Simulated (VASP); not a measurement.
# Sn (Immm) in VASP: further runs

The runs below take Sn through single point, with PBE.

Program: VASP 6.6.1. These are calculated values, not measurements. Logs are shortened: lines on timing, memory, paths and dates and some standing lists are left out, and cuts for length are marked.

## Step 1: Starting point

It takes space group Immm (No. 71, orthorhombic). The conventional cell has a = 3.453 Å, b = 3.551 Å, c = 4.677 Å, α = 90.00°, β = 90.00°, γ = 90.00°. Sn (site symmetry mmm) has 12 Sn at 3.41 to 3.55 Å as nearest neighbours.

This isn't the form of Sn at room conditions, which is tetragonal (white tin).

## Step 2: Single point, PBE

INCAR reads:

```
SYSTEM = Sn
ADDGRID = .FALSE.
ALGO = Normal
EDIFF = 1E-7
ENCUT = 450
GGA = PE
ISIF = 2
ISMEAR = -5
LASPH = .TRUE.
LCHARG = .FALSE.
LREAL = .FALSE.
LWAVE = .FALSE.
NELM = 100
PREC = Accurate
SIGMA = 0.2
```

KPOINTS reads:

```
k-points
0
G
  16 16 16
  0 0 0
```

POSCAR reads:

```
Sn
1.0
   -1.6810770000      1.7214010000      2.3373330000
    1.7271670000     -1.7623000000      2.4024190000
    1.7145940000      1.7948920000     -2.3683880000
Sn
1
Direct
    0.0245380000     -0.0183670000      0.0024320000
```

Potentials or basis: VASP PAW PBE potentials, release 64 (Sn).

The run is started by

```console
cat potpaw_PBE.64/Sn/POTCAR > POTCAR
mpirun -np 1 vasp_std > vasp.out
```

OUTCAR:

```text
SYSTEM = Sn
   EDIFF = 1E-7
   ENCUT = 450
   GGA = PE
   ISIF = 2
   ISMEAR = -5
   LASPH = .TRUE.
   LREAL = .FALSE.
   NELM = 100
   PREC = Accurate

 Found   2052 irreducible k-points:

 Following reciprocal coordinates:
            Coordinates               Weight
  0.000000  0.000000  0.000000      1.000000
  0.062500  0.000000  0.000000      2.000000
  0.125000  0.000000  0.000000      2.000000
  0.187500  0.000000  0.000000      2.000000
  0.250000  0.000000  0.000000      2.000000
  0.312500  0.000000  0.000000      2.000000
   k-points           NKPTS =   2052   k-points in BZ     NKDIM =   2052   number of bands    NBANDS=      6
   number of dos      NEDOS =    301   number of ions     NIONS =      1
   total plane-waves  NPLWV =  13824
   dimension x,y,z NGX =    24 NGY =   24 NGZ =   24
   dimension x,y,z NGXF=    48 NGYF=   48 NGZF=   48
   ions per type =               1
   NGX,Y,Z   is equivalent  to a cutoff of  11.89, 11.59, 11.63 a.u.
   NGXF,Y,Z  is equivalent  to a cutoff of  23.79, 23.17, 23.26 a.u.
 SYSTEM =  Sn
   PREC   = accura    normal or accurate (medium, high low for compatibility)
   ISTART =      0    job   : 0-new  1-cont  2-samecut
   ICHARG =      2    charge: 1-file 2-atom 10-const
   ISPIN  =      1    spin polarized calculation?
   LNONCOLLINEAR =      F non collinear calculations
   LSORBIT =      F    spin-orbit coupling
   LASPH  =      T    aspherical Exc in radial PAW
   ENCUT  =  450.0 eV  33.07 Ry    5.75 a.u.   5.80  5.96  5.93*2*pi/ulx,y,z
   NELM   =    100;   NELMIN=  2; NELMDL= -5     # of ELM steps
   EDIFF  = 0.1E-06   stopping-criterion for ELM
   LREAL  =      F    real-space projection
   EDIFFG = 0.1E-05   stopping-criterion for IOM
   NSW    =      0    number of steps for IOM
   IBRION =     -1    ionic relax: 0-MD 1-quasi-New 2-CG
   NFREE  =      0    steps in history (QN), initial steepest desc. (CG)
   ISIF   =      2    stress and relaxation
   ISYM   =      2    0-nonsym 1-usesym 2-fastsym
   POTIM  = 0.5000    time-step for ionic-motion
   TEBEG  =    0.0;   TEEND  =   0.0 temperature during run
   PSTRESS=    0.0 pullay stress
   NELECT =       4.0000    total number of electrons
   NUPDOWN=      -1.0000    fix difference up-down
   EMIN   =  10.00;   EMAX   =-10.00  energy-range for DOS
   EFERMI =   0.00;   METHOD = LEGACY
   ISMEAR =    -5;   SIGMA  =   0.20  broadening in eV -4-tet -1-fermi 0-gaus
   EFERMI_NEDOS =   21; number of points for ismear=-14 and -15
   IALGO  =     38    algorithm
   IMIX   =      4    mixing-type and parameters
     AMIX     =   0.40;   BMIX     =  1.00
     AMIX_MAG =   1.60;   BMIX_MAG =  1.00
  volume/ion in A,a.u.               =      28.67       193.50
  Fermi-wavevector in a.u.,A,eV,Ry     =   0.849055  1.604482  9.808370  0.720895
  Thomas-Fermi vector in A             =   1.964816
   LORBIT       =      0    0 simple, 1 ext, 2 COOP (PROOUT), +10 PAW based schemes
   GGA     = PE    functional components
   LHFCALC =     F    Hartree Fock is set to
   AEXX    =    0.0000 exact exchange contribution
   IVDW    =     0    specifies the selected vdW correction
   LEPSILON=     F    determine dielectric tensor
   LRPA    =     F    only Hartree local field effects (RPA)
 non-spin polarized calculation
 Fermi weights with tetrahedron method with Bloechl corrections
  energy-cutoff  :      450.00
  volume of cell :       28.67
 maximum number of plane-waves:       636
   NGX = 11   NGY = 11   NGZ = 11

 number of electron       4.0000000 magnetization

 Free energy of the ion-electron system (eV)
  ---------------------------------------------------
  ext. energy  EPLUGINS =         0.00000000
  ---------------------------------------------------
  free energy    TOTEN  =        -3.77256021 eV

  energy without entropy =       -3.77256021  energy(sigma->0) =       -3.77256021

 E-fermi :   4.9761     XC(G=0):  -9.9645

 val. band max:        5.1345626541   @ k =  -0.1250   0.1250   0.3125
 cond. band min:       4.8150397163   @ k =  -0.3750   0.3750   0.1875
 fundamental gap:     -0.3195229379
 Fermi energy:         4.9760735079

 k-point     1 :       0.0000    0.0000    0.0000
  band No.  band energies     occupation
      1      -5.8249      2.00000
      2      11.8373      0.00000
      3      12.2047      0.00000
      4      12.5695      0.00000
      5      15.5970      0.00000
      6      15.7626      0.00000

 k-point     2 :       0.0625    0.0000    0.0000
  band No.  band energies     occupation
      1      -5.7476      2.00000
      2      11.4012      0.00000
      3      11.7851      0.00000
      4      12.3269      0.00000
      5      15.0142      0.00000
      6      16.0187      0.00000

 k-point     3 :       0.1250    0.0000    0.0000
  band No.  band energies     occupation
      1      -5.5157      2.00000
      2       9.6715      0.00000
      3      11.5672      0.00000
      4      11.9433      0.00000
      5      14.6339      0.00000
      6      16.4810      0.00000

 k-point     4 :       0.1875    0.0000    0.0000
  band No.  band energies     occupation
      1      -5.1301      2.00000
      2       7.7557      0.00000
      3      11.3138      0.00000
      4      11.5020      0.00000
      5      14.3840      0.00000
      6      16.7461      0.00000

 k-point     5 :       0.2500    0.0000    0.0000
  band No.  band energies     occupation
      1      -4.5929      2.00000
      2       5.8843      0.00238
      3      11.0394      0.00000
      4      11.1114      0.00000
      5      14.2333      0.00000
      6      16.1849      0.00000

 k-point     6 :       0.3125    0.0000    0.0000
  band No.  band energies     occupation
      1      -3.9110      2.00000
      2       4.1311      1.93877
      3      10.6920      0.00000
      4      10.8987      0.00000
      5      14.1835      0.00000
      6      15.6582      0.00000

 [... further k-points ...]

------------------------ aborting loop because EDIFF is reached ----------------------------------------

  FORCE on cell =-STRESS in cart. coord.  units (eV):
  Direction    XX          YY          ZZ          XY          YZ          ZX
  --------------------------------------------------------------------------------------
  -------------------------------------------------------------------------------------
  Total       -0.1535403     -0.2414983     -0.1665851     -0.0133820      0.0593090     -0.0541596
  in kB       -8.5793897    -13.4942300     -9.3082939     -0.7477483      3.3140168     -3.0262840
  external PRESSURE =     -10.4606379 kB  Pullay stress =       0.0000000 kB

 VOLUME and BASIS-vectors are now :
 -----------------------------------------------------------------------------
  energy-cutoff  :      450.00
  volume of cell :       28.67
      direct lattice vectors                 reciprocal lattice vectors
    -1.681077000  1.721401000  2.337333000    -0.004822354  0.286321943  0.213499049
     1.727167000 -1.762300000  2.402419000     0.288499269 -0.000911461  0.208168231
     1.714594000  1.794892000 -2.368388000     0.287885548  0.281643047 -0.000369160

 POSITION                                       TOTAL-FORCE (eV/Angst)
 -----------------------------------------------------------------------------------
      1.65836     -1.68333      2.40989         0.000000      0.000000      0.000000
 -----------------------------------------------------------------------------------
    total drift:                               -0.000000      0.000000      0.000000

  FREE ENERGIE OF THE ION-ELECTRON SYSTEM (eV)
  ---------------------------------------------------
  free  energy   TOTEN  =        -3.7725602150 eV

  energy  without entropy=       -3.7725602150  energy(sigma->0) =       -3.77256021
```

It took 92 s on 1 thread of Intel Xeon 6975P-C (Granite Rapids), shared host; peak memory 0.44 GiB.

The run converged, but some of its settings lie outside the range that counts as converged, so its numbers aren't taken as properties of the crystal.

What came out:

| Property | Result |
| --- | --- |
| Free energy | -3.7726 eV |
| Pressure | -1.0 GPa |
| Band gap on the k mesh | none (metal or under the smearing width) |

Caveat: tetrahedron occupations give inexact forces and stress in metals.

## Step 3: Single point, PBE

Changes to INCAR since step 2:

```diff
@@ -7,3 +7,3 @@
 ISIF = 2
-ISMEAR = -5
+ISMEAR = 0
 LASPH = .TRUE.
```

KPOINTS is that of step 2.

POSCAR reads:

```
Sn
1.0
   -1.7265390000      1.7755470000      2.3383420000
    1.7265390000     -1.7755470000      2.3383420000
    1.7265390000      1.7755470000     -2.3383420000
Sn
1
Direct
    0.0000000000      0.0000000000      0.0000000000
```

Potentials or basis: VASP PAW PBE potentials, release 64 (Sn).

The run is started by

```console
cat potpaw_PBE.64/Sn/POTCAR > POTCAR
mpirun -np 1 vasp_std > vasp.out
```

Wall time 26 s (1 thread of Intel Xeon 6975P-C (Granite Rapids), shared host); peak memory 0.21 GiB.

These settings aren't checked as converged: the numbers below hold their error.

Results:

```yaml
Free_energy: -3.7790 eV
Pressure: -1.2 GPa
Band_gap_on_the_k_mesh: none (metal or under the smearing width)
```

## Step 4: Single point, PBE

INCAR is that of step 3.

KPOINTS is that of step 3.

POSCAR reads:

```
Sn
1.0
   -1.6810770000      1.7214010000      2.3373330000
    1.7271670000     -1.7623000000      2.4024190000
    1.7145940000      1.7948920000     -2.3683880000
Sn
1
Direct
    0.0245380000     -0.0183670000      0.0024320000
```

The run is started by

```console
cat potpaw_PBE.64/Sn/POTCAR > POTCAR
mpirun -np 1 vasp_std > vasp.out
```

Wall time 56 s (1 thread of Intel Xeon 6975P-C (Granite Rapids), shared host); peak memory 0.41 GiB.

These settings aren't checked as converged: the numbers below hold their error.

Results:

```yaml
Free_energy: -3.7785 eV
Pressure: -1.1 GPa
Band_gap_on_the_k_mesh: none (metal or under the smearing width)
```

## Step 5: For comparison

An earlier run on the cell as given: functional PBE; potentials or basis VASP PAW PBE potentials, release 64 (Sn_d); cutoff 520 eV; k mesh 11 × 11 × 11; occupations fermi-dirac, width 0.05 eV; no spin polarisation.

* Pressure: -1.1 GPa
* Band gap on the k mesh: none (metal or under the smearing width)
